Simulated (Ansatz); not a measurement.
Runs of Ansatz 0.2.0 on HfN. It takes space group Fm-3m (No. 225, cubic). The conventional cell has a = 4.512 Å, b = 4.512 Å, c = 4.512 Å, α = 90.00°, β = 90.00°, γ = 90.00°. Around Hf (site symmetry m-3m) lie 6 N at 2.26 Å. N (site symmetry m-3m) has 6 Hf at 2.26 Å as nearest neighbours. 

| task | level | spin | cell | k mesh | mesh quality | gap on the mesh (eV) | pressure (GPa) | relaxed volume (Å³/atom) |
| --- | --- | --- | --- | --- | --- | --- | --- | --- |
| relaxation of cell and atoms | RPBE+D3(BJ) | off | relaxed | 10 × 10 × 10 | not flagged | - | 0.0 | 10.58 |
| relaxation of cell and atoms | PBEsol+D4 | off | relaxed | 10 × 10 × 10 | not flagged | - | 0.0 | 11.30 |
| relaxation of cell and atoms | PBEsol+D3(BJ) | off | relaxed | 10 × 10 × 10 | not flagged | none | 0.0 | 11.18 |
| relaxation of cell and atoms | HSE06 | off | relaxed | 5 × 5 × 5 | coarse | none | 0.0 | (a) |
| single point | HSE06 | SOC, no magnetisation | as given | 4 × 4 × 4 | coarse | none | (b) | - |

Alike in all rows: potentials or basis Ansatz PAW; cutoff (eV) 420; smearing fermi-dirac 0.05 eV.

Question: Estimate the missing entries.

Answer: (a) 11.55; (b) 1.6.

Caveats: some runs use coarse meshes; the PAW data sets come from PBE, with cores solved anew for the run's functional, which leaves a small shift of forces and pressure; the plane-wave basis is chosen anew once the cell has moved, so the energies of steps on either side of that aren't comparable (some runs); pairwise dispersion overbinds metals, which lowers pressure and volume (some runs); the thresholds are loose for stress (some runs).

A k mesh can miss the band edges, and rows without SOC leave out spin-orbit coupling on Hf.

A gap of «none» marks a metal or a gap under the smearing width.

Runs at the PBE level aren't shown here.
